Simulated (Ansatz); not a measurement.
W in several cubic structure types, each at its own equilibrium volume.

Computed with Ansatz, PBE, plane waves, PAW datasets (generated soft set 1).

Settings: cutoff 420 eV; no spin polarisation; Fermi–Dirac smearing of 0.0612 eV; k-meshes 48³ (bcc), 41³ (simple cubic).

Rank the structures by energy per atom, lowest first.
A. simple cubic
B. bcc

B (0.0 meV/atom), A (1441 meV/atom).

Give the equilibrium volume and bulk modulus of each.


| structure | V₀ (Å³/atom) | B₀ (GPa) |
| --- | --- | --- |
| bcc | 16.14 | 303 |
| simple cubic | 18.37 | 214 |

Only these cubic types are compared here; the real ground state can be another structure or magnetic.

Model structures, not the usual forms at ambient conditions (metastable or hypothetical): W (simple cubic type).
